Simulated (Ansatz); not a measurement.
## What moves the field gradients of H₄NF?

Cell of run 1: an entry of the Crystallography Open Database (COD).

```cif
data_H4NF
_symmetry_space_group_name_H-M 'P6_3mc'
_symmetry_Int_Tables_number 186
_cell_length_a 4.4360
_cell_length_b 4.4360
_cell_length_c 7.1580
_cell_angle_alpha 90.000
_cell_angle_beta 90.000
_cell_angle_gamma 120.000
loop_
_atom_site_label
_atom_site_type_symbol
_atom_site_symmetry_multiplicity
_atom_site_Wyckoff_symbol
_atom_site_fract_x
_atom_site_fract_y
_atom_site_fract_z
H1 H 2 b 0.3333 0.6667 0.2308
H3 H 6 c 0.4583 0.5417 0.4214
N N 2 b 0.3333 0.6667 0.3735
F F 2 b 0.3333 0.6667 0.0000
```

One atom of each set is listed.

Relaxed positions (PBE, cell held):

H1 (0.3333, 0.6667, 0.2273)
H3 (0.4623, 0.5377, 0.4231)
N (0.3333, 0.6667, 0.3743)
F (0.3333, 0.6667, 0.9976)

All runs are DFT with Ansatz 0.2.0 (plane waves and PAW, scalar-relativistic unless spin–orbit coupling is named, Γ-centred meshes, Fermi–Dirac smearing where given) in this cell.

Run 1: PBE, gradients read without the response of the cores, atoms as given; 420 eV, 5×5×3 k-points, smearing 0.02 eV.
Run 2: PBE, gradients read without the response of the cores, atoms relaxed; 420 eV, 5×5×3 k-points, smearing 0.02 eV.
Run 3: r2SCAN, gradients read without the response of the cores, at the relaxed atoms; 500 eV, 5×5×3 k-points, smearing 0.02 eV.

Task: What does each run give, and what moves the gradients most?

Result: 

```csv
run,H1 V_zz (η),H3 V_zz (η),N V_zz (η),F V_zz (η)
1,2.87 (0.00),2.96 (0.00),-0.18 (0.00),0.10 (0.00)
2,2.26 (0.00),2.31 (0.00),-0.064 (0.00),-0.023 (0.00)
3,2.18 (0.00),2.22 (0.00),-0.061 (0.00),<0.005 (–)
```

V_zz in 10²¹ V/m². Against run 1, the gradient tensors on these sites move by at most 0.64 in run 2 (H3), 0.73 in run 3 (H3). Taken one at a time, the positions of the atoms (as given or relaxed) move the tensors on these sites by up to 0.64 (largest principal value of the change, on H3), the functional (r2SCAN with its higher cutoff) by 0.09 (H3).

The lattice is static: at room temperature ammonium may turn and average the couplings of its hydrogen. In runs 1, 3 the atoms aren't at the calculated equilibrium (largest force 1.2, 0.38 eV/Å).
